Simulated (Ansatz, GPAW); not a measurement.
# 1T-SiSTe under honeycomb MgO, AA in an electric field

Aim: the dipole that a field along the normal induces in 1T-SiSTe under honeycomb MgO, AA.

Calculated with GPAW 26.7.0 and Ansatz 0.2.0; Ansatz plane waves; layer without images along its normal, relaxation of atoms and in-plane cell, with D3(BJ) dispersion, in the first sound run; inputs show where later runs differ.

### Step 1. The structure

The cell holds 5 atoms: 1 Te, 1 Si, 1 S, 1 O and 1 Mg. Cell: a = 3.331 Å, b = 3.331 Å, c = 21.255 Å, α = 90.0°, β = 90.0°, γ = 120.0°. Regions: layer 1: 1T-SiSTe, 3 atoms (1 Te, 1 Si and 1 S); layer 2: honeycomb MgO, 2 atoms (1 O and 1 Mg). Vacuum lies along c.

Structure file:

```cif
data_structure
_symmetry_space_group_name_H-M 'P 1'
_symmetry_Int_Tables_number 1
_cell_length_a 3.3306
_cell_length_b 3.3306
_cell_length_c 21.2548
_cell_angle_alpha 90.000
_cell_angle_beta 90.000
_cell_angle_gamma 120.000
_cell_volume 204.19
loop_
_atom_site_label
_atom_site_type_symbol
_atom_site_fract_x
_atom_site_fract_y
_atom_site_fract_z
_atom_site_occupancy
Te1 Te 0.66667 0.33333 0.37639 1
Si2 Si 0.00000 0.00000 0.44274 1
S3 S 0.33333 0.66667 0.48482 1
O4 O 0.66667 0.33333 0.62361 1
Mg5 Mg 0.33333 0.66667 0.62361 1
```

### Step 2. Relaxation

The atoms are relaxed first, since the surface dipole, and with it the work function, follows the positions of the outer layers.

Input file input.yaml:

```yaml
crystal:
  lattice:
    - [3.33064925, 0.0, 0.0]
    - [-1.665324625, 2.8844268616, 0.0]
    - [0.0, 0.0, 21.2547788508]
  atoms:
    - { symbol: Te, position: [0.6666666667, 0.3333333333, 0.3763859439] }
    - { symbol: Si, position: [0.0, 0.0, 0.4427405114] }
    - { symbol: S, position: [0.3333333333, 0.6666666667, 0.4848217393] }
    - { symbol: O, position: [0.6666666667, 0.3333333333, 0.6236140561] }
    - { symbol: Mg, position: [0.3333333333, 0.6666666667, 0.6236140561] }
  periodic: [true, true, false]
kpoints:
  mp_grid: { grid: [12, 12, 1] }
hamiltonian:
  xc: pbe
  dispersion: d3bj
scf:
  occupations: { method: fermi_dirac, width: 0.05 }
relax:
  f_tol: 0.01
  max_steps: 90
  cell: {}
```

On the command line:

```
$ ansatz run input.yaml --threads 4 --pin off --max-ram 8192MiB --backend cpu --events-out ev --progress --plain --runs-dir out
```

Numbers of over 12 decimals in the logs are rounded to 6 here.

The log of the run:

```text
Warning: crystal.periodic: the lattice vector that does not repeat stood 0.000° off the slab's normal, 21.255 Å along it as the deck builds it. The run solves the slab on a vector along the normal, 34.310 Å long, with every atom where it was (on the deck's vector they left 16.00 Å outside them, and the widest stretch free of ions among them is 2.95 Å). A fractional position that the run reports is one of the run's ce [...]
crystal.periodic: the lattice vector that does not repeat stood 0.000° off the slab's normal, 21.255 Å along it as the deck builds it. The run solves the slab on a vector along the normal, 34.310 Å long, with every atom where it was (on the deck's vector they left 16.00 Å outside them, and the widest stretch free of ions among them is 2.95 Å). A fractional position that the run reports is one of the run's cell, which [...]
Engine: ansatz 0.2.0, x86_64-unknown-linux-gnu
Pseudopotentials: kind: paw
Pseudopotential: Te, paw, valence charge 16, recommended cutoff 420 eV (normal), Te.paw.azcp
Pseudopotential: Si, paw, valence charge 4, recommended cutoff 420 eV (normal), Si.paw.azcp
Pseudopotential: S, paw, valence charge 6, recommended cutoff 420 eV (normal), S.paw.azcp
Pseudopotential: O, paw, valence charge 6, recommended cutoff 420 eV (normal), O.paw.azcp
Pseudopotential: Mg, paw, valence charge 10, recommended cutoff 420 eV (normal), Mg.paw.azcp
Functional definition: PBE
  parameter kappa = 0.804
  parameter beta = 0.066725
  exchange = pbe_x(kappa = kappa, mu = beta*pi^2/3)
  correlation = pbe_c(beta = beta)
Crystal: 5 atoms, lattice volume = 329.612 Å³
Basis set: ecut = 420 eV, 6523 PW (Γ), exchange–correlation on 48×48×480 points (8 copies of the dense FFT grid, shifted against one another)
Bands: 26, of which v1, the nominal top of the filled ones, is band 21 counted from 1 (20 counted from 0)
Symmetry: 6 space group operations
Space group: P3m1 (ITA 156), of the structure as read, at distance tolerance 6.9e-5 Å
k-points: 19 of 144 (time reversal used)
Non-local potential: Te, projectors of the file, l = 0: 2, l = 1: 2, l = 2: 2, l = 3: 2
Non-local potential: Si, projectors of the file, l = 0: 2, l = 1: 2, l = 2: 2
Non-local potential: S, projectors of the file, l = 0: 2, l = 1: 2, l = 2: 2
Non-local potential: O, projectors of the file, l = 0: 2, l = 1: 2, l = 2: 1
Non-local potential: Mg, projectors of the file, l = 0: 3, l = 1: 2, l = 2: 1
PAW form: soft (Blöchl's): semilocal exchange-correlation on the pseudo side does not see the compensation charge
PAW one-centre angular grid: Te, 590 points (default); XC on 64 Gauss nodes
PAW one-centre angular grid: Si, 110 points (default); XC on 64 Gauss nodes
PAW one-centre angular grid: S, 110 points (default); XC on 64 Gauss nodes
PAW one-centre angular grid: O, 110 points (default); XC on 64 Gauss nodes
PAW one-centre angular grid: Mg, 110 points (default); XC on 64 Gauss nodes
Initial density: superposition of atomic densities (neutral atoms: chi_scale 0, normalization atom), corrected by the library's trained network
Initial wavefunctions: pseudopotential atomic-orbital guess
Functional: x = pbe(κ = 0.804, μ = 0.219515), c = pbe(β = 0.066725)
SCF iter   1: F=—  HF=-11010.145906 eV  |F-HF|=—  |Δ(HF+E_count)|=         —  Δρ=2.28e-3  dr2=8.07e-2  ethr=1.77e-3  ⟨swp⟩=16.1  Hψ=4220  notcnv=0
preconditioner: auto → LDOS  [metal: Δε(μ)=0.131 eV  Ē_g=10.678 eV  σ=0.050 eV  W_gap=0.47  n_scr=20 (ndim 8)  ℏωp=10.0 eV  f_vac=0.730  D(μ)=0.97/eV (n_scr^D=6)  β→1.0]
SCF iter   2: F=—  HF=-11010.151218 eV  |F-HF|=—  |Δ(HF+E_count)|=   5.31e-3  Δρ=1.76e-3  dr2=1.01e-1  ethr=1.92e-4  ⟨swp⟩=6.1  Hψ=1428  notcnv=0  defer=12
SCF iter   3: F=—  HF=-11010.139405 eV  |F-HF|=—  |Δ(HF+E_count)|=   1.18e-2  Δρ=3.47e-4  dr2=8.07e-4  ethr=1.92e-4  ⟨swp⟩=4.4  Hψ=939  notcnv=0  defer=12
SCF iter   4: F=—  HF=-11010.139952 eV  |F-HF|=—  |Δ(HF+E_count)|=   5.47e-4  Δρ=2.50e-4  dr2=3.06e-4  ethr=1.92e-6  ⟨swp⟩=3.8  Hψ=1378  notcnv=0  defer=12
SCF iter   5: F=—  HF=-11010.139852 eV  |F-HF|=—  |Δ(HF+E_count)|=   1.00e-4  Δρ=6.69e-5  dr2=1.67e-5  ethr=7.29e-7  ⟨swp⟩=3.1  Hψ=927  notcnv=0  defer=12
SCF iter   6: F=—  HF=-11010.139899 eV  |F-HF|=—  |Δ(HF+E_count)|=   4.67e-5  Δρ=5.65e-5  dr2=8.64e-6  ethr=3.98e-8  ⟨swp⟩=3.4  Hψ=1024  notcnv=0  defer=12
SCF iter   7: F=—  HF=-11010.139898 eV  |F-HF|=—  |Δ(HF+E_count)|=   5.11e-7  Δρ=1.53e-5  dr2=8.99e-7  ethr=2.06e-8  ⟨swp⟩=2.9  Hψ=830  notcnv=0  defer=12
SCF iter   8: F=—  HF=-11010.139898 eV  |F-HF|=—  |Δ(HF+E_count)|=   2.76e-8  Δρ=4.42e-6  dr2=1.43e-7  ethr=2.14e-9  ⟨swp⟩=3.5  Hψ=1001  notcnv=0  defer=12
SCF iter   9: F=-11010.139898 eV  HF=-11010.139898 eV  |F-HF|=2.03e-8  |Δ(HF+E_count)|=   1.29e-7  Δρ=1.47e-6  dr2=9.88e-9  ethr=2.38e-10  ⟨swp⟩=6.8  Hψ=2093  notcnv=0
SCF 1 converged in 9 iterations: F = -11010.139898 eV  dr2 = 9.88e-9
  greatest PAW one-centre occupation: 1.000 electrons in one spin orbital (limit 2), on the Mg atom at site 4 (counted from 0), in its partial waves of l = 1
relax step   1: F+E_penalty+E_count = -11010.13989830 eV  Δ(F+E_penalty+E_count) = +0.000e0 eV  max|allowed force component| = 6.420e0 eV/Å  Δτ_max = 0.0000 Å  P = +23.001 N/m  Ω = 329.612 Å³  fix = [c, alpha, beta]  reactions: c +0.000 N/m  (9 SCF iters, dr2 threshold 1.00e-7 eV, accepted)
Crystal: 5 atoms, lattice volume = 334.117 Å³
Basis set: ecut = 420 eV, 6631 PW (Γ), exchange–correlation on 48×48×480 points (8 copies of the dense FFT grid, shifted against one another)
Initial density: handed on by an earlier stage of this run
Initial wavefunctions: those handed on with the density
iter 1 solved again at ethr=5.55e-4 eV; its pass at ethr=3.10e-3 eV (dr2=2.33e-1 eV) is discarded
SCF iter   1: F=—  HF=-11011.995294 eV  |F-HF|=—  |Δ(HF+E_count)|=         —  Δρ=6.23e-3  dr2=2.07e-1  ethr=5.55e-4  ⟨swp⟩=2.1  Hψ=4186  notcnv=0
preconditioner: auto → LDOS  [metal: Δε(μ)=0.111 eV  Ē_g=10.212 eV  σ=0.050 eV  W_gap=0.50  n_scr=20 (ndim 8)  ℏωp=10.0 eV  f_vac=0.723  D(μ)=1.53/eV (n_scr^D=8)  β→1.0]
SCF iter   2: F=—  HF=-11011.970893 eV  |F-HF|=—  |Δ(HF+E_count)|=   2.44e-2  Δρ=4.07e-3  dr2=7.87e-2  ethr=4.93e-4  ⟨swp⟩=4.6  Hψ=1149  notcnv=0  defer=1
SCF iter   3: F=—  HF=-11011.957076 eV  |F-HF|=—  |Δ(HF+E_count)|=   1.38e-2  Δρ=2.49e-3  dr2=2.46e-2  ethr=1.87e-4  ⟨swp⟩=4.0  Hψ=1133  notcnv=0  defer=6
SCF iter   4: F=—  HF=-11011.952223 eV  |F-HF|=—  |Δ(HF+E_count)|=   4.85e-3  Δρ=5.66e-4  dr2=2.73e-3  ethr=5.85e-5  ⟨swp⟩=2.7  Hψ=908  notcnv=0  defer=6
[...]
SCF iter   8: F=-11012.475294 eV  HF=-11012.475294 eV  |F-HF|=1.69e-7  |Δ(HF+E_count)|=   6.99e-7  Δρ=2.67e-6  dr2=2.30e-8  ethr=1.19e-9  ⟨swp⟩=6.6  Hψ=2060  notcnv=0
SCF 3 converged in 8 iterations: F = -11012.475294 eV  dr2 = 2.30e-8
relax step   3: F+E_penalty+E_count = -11012.47529370 eV  Δ(F+E_penalty+E_count) = -5.235e-1 eV  max|allowed force component| = 5.266e-1 eV/Å  Δτ_max = 0.1947 Å  P = +4.658 N/m  Ω = 335.130 Å³  energy of the carried Pulay correction = -1.385e-3 eV  fix = [c, alpha, beta]  reactions: c +0.000 N/m  (8 SCF iters, dr2 threshold 5.00e-7 eV, accepted)
[... from here on, the SCF cycles and remarks between the steps are left out ...]
relax step   4: F+E_penalty+E_count = -11012.54137373 eV  Δ(F+E_penalty+E_count) = -6.608e-2 eV  max|allowed force component| = 1.638e-1 eV/Å  Δτ_max = 0.1070 Å  P = +1.311 N/m  Ω = 341.791 Å³  energy of the carried Pulay correction = -3.027e-3 eV  fix = [c, alpha, beta]  reactions: c +0.000 N/m  (7 SCF iters, dr2 threshold 5.00e-7 eV, accepted)
relax step   5: F+E_penalty+E_count = -11012.54621149 eV  Δ(F+E_penalty+E_count) = -4.838e-3 eV  max|allowed force component| = 5.161e-2 eV/Å  Δτ_max = 0.0225 Å  P = +0.060 N/m  Ω = 344.770 Å³  energy of the carried Pulay correction = -3.750e-3 eV  fix = [c, alpha, beta]  reactions: c +0.000 N/m  (6 SCF iters, dr2 threshold 5.00e-7 eV, accepted)
relax step   6: F+E_penalty+E_count = -11012.54638680 eV  Δ(F+E_penalty+E_count) = -1.753e-4 eV  max|allowed force component| = 2.392e-2 eV/Å  Δτ_max = 0.0091 Å  P = -0.028 N/m  Ω = 344.908 Å³  energy of the carried Pulay correction = -3.784e-3 eV  fix = [c, alpha, beta]  reactions: c -0.000 N/m  (6 SCF iters, dr2 threshold 1.66e-7 eV, accepted)
relax step   7: F+E_penalty+E_count = -11012.54641262 eV  Δ(F+E_penalty+E_count) = -2.581e-5 eV  max|allowed force component| = 2.263e-2 eV/Å  Δτ_max = 0.0022 Å  P = -0.019 N/m  Ω = 344.840 Å³  energy of the carried Pulay correction = -3.767e-3 eV  fix = [c, alpha, beta]  reactions: c -0.000 N/m  (6 SCF iters, dr2 threshold 3.58e-8 eV, accepted)
relax step   8: F+E_penalty+E_count = -11012.54647445 eV  Δ(F+E_penalty+E_count) = -6.183e-5 eV  max|allowed force component| = 3.460e-3 eV/Å  Δτ_max = 0.0042 Å  P = +0.016 N/m  Ω = 344.686 Å³  energy of the carried Pulay correction = -3.730e-3 eV  fix = [c, alpha, beta]  reactions: c +0.000 N/m  (6 SCF iters, dr2 threshold 3.20e-8 eV, accepted)
relax step   9: F+E_penalty+E_count = -11012.55129992 eV  Δ(F+E_penalty+E_count) = -4.825e-3 eV  max|allowed force component| = 3.518e-3 eV/Å  Δτ_max = 0.0000 Å  P = +0.101 N/m  Ω = 344.686 Å³  fix = [c, alpha, beta]  reactions: c +0.000 N/m  stress off target by 1.01e-1 N/m on what of the cell is left free  SCF on the basis re-selected at this cell (its energy is not comparable with the rows above)  (7 SCF iters)
relax step  10: F+E_penalty+E_count = -11012.55126367 eV  Δ(F+E_penalty+E_count) = +3.625e-5 eV  max|allowed force component| = 3.440e-3 eV/Å  Δτ_max = 0.0018 Å  P = +0.009 N/m  Ω = 344.985 Å³  energy of the carried Pulay correction = -6.952e-5 eV  fix = [c, alpha, beta]  reactions: c +0.000 N/m  (5 SCF iters, dr2 threshold 1.10e-8 eV, accepted)
iter 1 solved again at ethr=3.36e-6 eV; its pass at ethr=3.10e-3 eV (dr2=1.41e-3 eV) is discarded
SCF iter   1: F=—  HF=-11012.550908 eV  |F-HF|=—  |Δ(HF+E_count)|=         —  Δρ=2.10e-5  dr2=5.55e-8  ethr=3.36e-6  ⟨swp⟩=4.5  Hψ=5580  notcnv=0
eigensolver tolerance schedule: the retry pair's looser diagonalisation over-reported the residual by 25431.53 of it (diagonalisation noise at an unbounded share of the residual, at the tolerance the schedule requests for it); recorded, not acted on — ethr = c·dr2/N_el stays at c = 1.0e-1
preconditioner: auto → LDOS  [insulator: Δε(μ)=0.119 eV  Ē_g=9.540 eV  σ=0.050 eV  W_gap=0.51  n_scr=20 (ndim 8)  ℏωp=9.8 eV  f_vac=0.709  D(μ)=1.19/eV (n_scr^D=8)  ε∞_Penn≈2.1  β→1.0]
SCF iter   2: F=—  HF=-11012.551338 eV  |F-HF|=—  |Δ(HF+E_count)|=   4.30e-4  Δρ=4.42e-6  dr2=5.87e-8  ethr=1.32e-10  ⟨swp⟩=6.2  Hψ=2056  notcnv=0
SCF iter   3: F=—  HF=-11012.551338 eV  |F-HF|=—  |Δ(HF+E_count)|=   6.17e-9  Δρ=1.91e-6  dr2=6.06e-9  ethr=1.32e-10  ⟨swp⟩=2.3  Hψ=898  notcnv=0
SCF iter   4: F=—  HF=-11012.551338 eV  |F-HF|=—  |Δ(HF+E_count)|=   6.49e-9  Δρ=1.48e-6  dr2=8.72e-9  ethr=1.44e-11  ⟨swp⟩=3.1  Hψ=1100  notcnv=0
SCF iter   5: F=—  HF=-11012.551338 eV  |F-HF|=—  |Δ(HF+E_count)|=   1.50e-7  Δρ=3.62e-7  dr2=4.23e-10  ethr=1.44e-11  ⟨swp⟩=3.0  Hψ=851  notcnv=0
SCF iter   6: F=—  HF=-11012.551338 eV  |F-HF|=—  |Δ(HF+E_count)|=   1.43e-7  Δρ=1.00e-7  dr2=3.98e-11  ethr=1.01e-12  ⟨swp⟩=3.3  Hψ=1039  notcnv=0
SCF iter   7: F=-11012.551338 eV  HF=-11012.551338 eV  |F-HF|=1.31e-8  |Δ(HF+E_count)|=   5.49e-9  Δρ=2.57e-8  dr2=1.44e-12  ethr=1.00e-12  ⟨swp⟩=9.7  Hψ=2988  notcnv=0
SCF 11 converged in 7 iterations: F = -11012.551338 eV  dr2 = 1.44e-12
relax step  11: F+E_penalty+E_count = -11012.55133785 eV  Δ(F+E_penalty+E_count) = -7.418e-5 eV  max|allowed force component| = 3.436e-3 eV/Å  Δτ_max = 0.0000 Å  P = +0.010 N/m  Ω = 344.985 Å³  fix = [c, alpha, beta]  reactions: c +0.000 N/m  stress off target by 9.81e-3 N/m on what of the cell is left free  SCF on the basis re-selected at this cell (its energy is not comparable with the rows above)  (7 SCF iters)
basis re-selected at this cell: Δ(F+E_penalty+E_count) = -7.418e-5 eV, ΔP = +0.001 N/m vs the last step (what re-selecting the basis moved, of the pressure what is left beyond the Pulay correction that the steps carried, after the strain that the cell walked since its last selection, with what the two solves' SCF thresholds leave and, on support functions, any second-order correction that the steps lacked; it is no m [...]
SCF converged after 7 iterations
Free energy (F): -11012.551338 eV
Harris-Foulkes:  -11012.551338 eV  (|F-HF|=1.31e-8)
Internal energy: -11012.541323 eV  (E = F + TS)
E sigma→0 (E₀):  -11012.546330 eV
Entropy (-TS):   -0.010015 eV (-2.003 meV/atom)
Fermi energy:    -4.435574 eV
--- Per-component energies (eV) ---
  E_band       = -1091.758726
  E_kinetic    = 583.225898
  E_local      = -91334.596546  (includes V_loc(G=0)·N_el)
  E_nonlocal   = -113.911786
  E_hartree    = 45298.246912
  E_xc         = -381.775656
  E_vxc        = -373.070239  (∫ρ·V_xc dr)
  E_paw        = -6225.088537  (= ΣΔE_a)
  E_vpaw       = -449.902087  (= ΣTr[D̂ρ^β])
  E_aug_tail   = 0.002247  (compensation charges beyond the density's cutoff)
  E_ewald      = 41162.653650
  E_disp       = -1.297505  (pairwise vdW)
  E_smearing   = -0.010015  (= −TS)
  E_closure    = -0.000000  (closes the sum)
  Σ components = -11012.551338   (vs F -11012.551338, Δ=0.00e0)
--- Forces (eV/Å), atoms counted from 1 ---
  atom   1  Te     0.00000000     0.00000000     0.00256901
  atom   2  Si     0.00000000    -0.00000000    -0.00343675
  atom   3  S     -0.00000000    -0.00000000     0.00103957
  atom   4  O      0.00000000    -0.00000000     0.00012460
  atom   5  Mg     0.00000000     0.00000000    -0.00030096
  max |Σ_I F_I| component: 4.52e-6 eV/Å
--- 2D stress c σ (N/m, compression-positive) ---
        0.009806       0.000000      -0.000000
        0.000000       0.009806      -0.000000
       -0.000000      -0.000000       0.000000
  P = ½ c Tr σ = 0.0098 N/m
--- Relaxed structure (9 steps of the walk, 9 accepted, 2 SCFs on fresh bases) ---
  F+E_penalty+E_count = -11012.55133785 eV   max|allowed force component| = 3.436e-3 eV/Å   (the final SCF, on the basis selected at the relaxed cell)
  cell:  # Å, volume = 344.9854 Å³
    - [3.407434, 0, 0]
    - [-1.703717, 2.950925, 0]
    - [0, 0, 34.309558]
  atoms:
    - { symbol: Te, position: [0.666667, 0.333333, 0.218474] }
    - { symbol: Si, position: [0, 0, 0.270848] }
    - { symbol: S, position: [0.333333, 0.666667, 0.307295] }
    - { symbol: O, position: [0.666667, 0.333333, 0.392368] }
    - { symbol: Mg, position: [0.333333, 0.666667, 0.391470] }
```

Wall time 24 s (4 threads of Intel Xeon 6975P-C (Granite Rapids), shared host); peak memory 0.9 GiB.

Relaxation path:

```
step  energy less that of the first step (eV)  largest force component (eV/Å)  volume (Å³)
   1                                   0.0000                          6.4200       329.61
   2                                  -1.8119                          3.0480       334.12
   3                                  -2.3354                          0.5266       335.13
   4                                  -2.4015                          0.1638       341.79
   5                                  -2.4063                          0.0516       344.77
   6                                  -2.4065                          0.0239       344.91
   7                                  -2.4065                          0.0226       344.84
   8                                  -2.4066                          0.0035       344.69
  9*                                  -2.4114                          0.0035       344.69
  10                                  -2.4114                          0.0034       344.99
 11*                                  -2.4114                          0.0034       344.99
```

Relaxation steps marked * repeat the geometry before them on a plane-wave basis chosen anew for their cell, so energy and pressure can jump there.

The run keeps the 6 symmetry operations that it works with, so distortions that break them were not tested.

```
cell as run  before  after  change
      a (Å)   3.331  3.407  +2.3 %
      b (Å)   3.331  3.407  +2.3 %
```

The atoms that moved most (Å, along periodic axes as changes of fractional coordinates times the final cell, across vacuum about the mean position):

```
atom     dx     dy      dz  length
 Te1  0.000  0.000  -0.504   0.504
  S3  0.000  0.000   0.238   0.238
  O4  0.000  0.000   0.207   0.207
 Mg5  0.000  0.000   0.176   0.176
 Si2  0.000  0.000  -0.118   0.118
```

The relaxed structure:

```xyz
5
Lattice="3.4074 0.0000 0.0000 -1.7037 2.9509 0.0000 0.0000 0.0000 34.3096" Properties=species:S:1:pos:R:3
Te    1.7037    0.9836    7.4957
Si    0.0000    0.0000    9.2927
S     0.0000    1.9673   10.5432
O     1.7037    0.9836   13.4620
Mg    0.0000    1.9673   13.4312
```

This step gave:

```yaml
free_energy: -11012.5513 eV
smearing_term_ts: 0.01002 eV
symmetry_operations: 6
```

The relaxation lowered the energy of the cell by 2.41 eV.

(Part 1 of 3 ends here.)

[Logs are printed without paths, hosts, clocks, repeated set-up lines and the standing remarks that a program may print on its own settings, such as how far it seeks lower states.]

[Hosts, paths, dates, database ids (printed as entryN), source tags and the programs' standing remarks are cut or masked in the printed files.]
